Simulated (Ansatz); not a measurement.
**V under changes of volume**

One of the cells (13.872 Å³/atom); the others are scaled copies at fixed shape and fractional positions:

```
CELL_PARAMETERS angstrom
2.60429 0.00000 0.00000
-1.30215 2.25538 0.00000
0.00000 0.00000 4.72334
ATOMIC_POSITIONS crystal
V 0.33333 0.66667 0.25000
V 0.66667 0.33333 0.75000
```

This isn't the form of V at room conditions, which is bcc.

```yaml
Program: Ansatz 0.2.0
Functional: PBE
Potentials_or_basis: Ansatz PAW
Cutoff: "420 eV (not typed: the program's choice for these potentials)"
k_mesh: 12 × 12 × 6
Occupations: fermi-dirac, width 0.05 eV
Spin: collinear spin, ferromagnetic start
Starting_moments: "[2.0, 2.0] μB"
```

```tsv
volume (Å³/atom)	energy over the lowest point (meV/atom)	pressure (GPa)
13.039	25.83	11.4
13.317	10.20	7.0
13.594	?	?
13.872	0.00	-0.5
14.149	4.11	-3.8
14.427	13.59	-6.7
14.704	27.93	-9.4
```

What does the run at 13.594 Å³/atom give?

Energy over the lowest point 1.83 meV/atom; pressure 3.1 GPa.

Worked out: A Birch-Murnaghan fit of order 3 (a polynomial in V^(-2/3)) to the other rows has its minimum at 13.81 Å³/atom with B0 = V·E''(V) = 174 GPa and B' = 3.9 at fixed shape and positions, which overstates the stiffness. It gives 1.84 meV/atom at 13.594 Å³/atom, against the run's 1.83, and -dE/dV = 2.9 GPa, against 3.1.

Energies are extrapolated to zero smearing.

Caveats: the starting moments weren't kept.
